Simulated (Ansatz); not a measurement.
# IrO2: the cost of one run

Method: DFT PBE, scalar-relativistic, plane waves, PAW, in Ansatz 0.2.0.

A COD entry behind a cell of this session may itself be a prediction, so a difference from it is no test against experiment.

3 further runs of the same task are left out: 2 that didn't finish, 1 set aside as unsound or not needed.

### 1 The system as given

Symmetry: P4_2/mnm, No. 136, tetragonal system. Conventional cell: a = 4.529 Å, b = 4.529 Å, c = 3.180 Å, α = 90.00°, β = 90.00°, γ = 90.00°. Around Ir (site symmetry mmm) lie 6 O at 1.98 to 2.01 Å. O (site symmetry m2m) has 3 Ir at 1.98 to 2.01 Å as nearest neighbours.

Structure file:

```xyz
6
Lattice="4.5288 0.0000 0.0000 0.0000 4.5288 0.0000 0.0000 0.0000 3.1798" Properties=species:S:1:pos:R:3 pbc="T T T"
Ir    0.0000    0.0000    0.0000
Ir    2.2644    2.2644    1.5899
O     1.3968    1.3968    0.0000
O     0.8677    3.6612    1.5899
O     3.1321    3.1321    0.0000
O     3.6612    0.8677    1.5899
```

This cell was relaxed beforehand with the same method: volume 10.87 Å³/atom, gap on the mesh none (metal).

### 2 Static run: bands, density of states and charges

The input, input.yaml:

```yaml
crystal:
  lattice:
    - [4.5288198243, 0.0, 0.0]
    - [0.0, 4.5288198243, 0.0]
    - [0.0, 0.0, 3.1798360805]
  atoms:
    - { symbol: Ir, position: [0.0, 0.0, 0.0] }
    - { symbol: Ir, position: [0.5, 0.5, 0.5] }
    - { symbol: O, position: [0.3084157491, 0.3084157491, 0.0] }
    - { symbol: O, position: [0.1915842509, 0.8084157491, 0.5] }
    - { symbol: O, position: [0.6915842509, 0.6915842509, 0.0] }
    - { symbol: O, position: [0.8084157491, 0.1915842509, 0.5] }
basis:
  ecutwfc: 420
kpoints:
  mp_grid: { grid: [8, 8, 12] }
  band_path:
    path:
      - [[0.0, 0.0, 0.0], [0.0, 0.5, 0.0], [0.5, 0.5, 0.0], [0.0, 0.0, 0.0], [0.0, 0.0, 0.5], [0.0, 0.5, 0.5], [0.5, 0.5, 0.5], [0.0, 0.0, 0.5]]
      - [[0.0, 0.5, 0.0], [0.0, 0.5, 0.5]]
      - [[0.5, 0.5, 0.0], [0.5, 0.5, 0.5]]
    npoints: 14
hamiltonian:
  xc: pbe
scf:
  occupations: { method: gaussian, width: 0.1 }
  n_extra_bands: 15
output:
  forces: true
  stress: true
  eigenvalues: true
  populations: true
  dos: { projected: true, de: 0.02, nscf_kmesh: { grid: [12, 12, 18] } }
  bader: true
```

On the command line:

```
$ ansatz run input.yaml --threads 2 --pin off --max-ram 5120MiB --backend cpu --events-out ev --progress --plain --runs-dir out
```

Q: Estimate wall time and peak memory on 2 threads of Intel Xeon Platinum 8488C (Sapphire Rapids), shared host.

About 42 s, with a peak of 0.74 GiB.
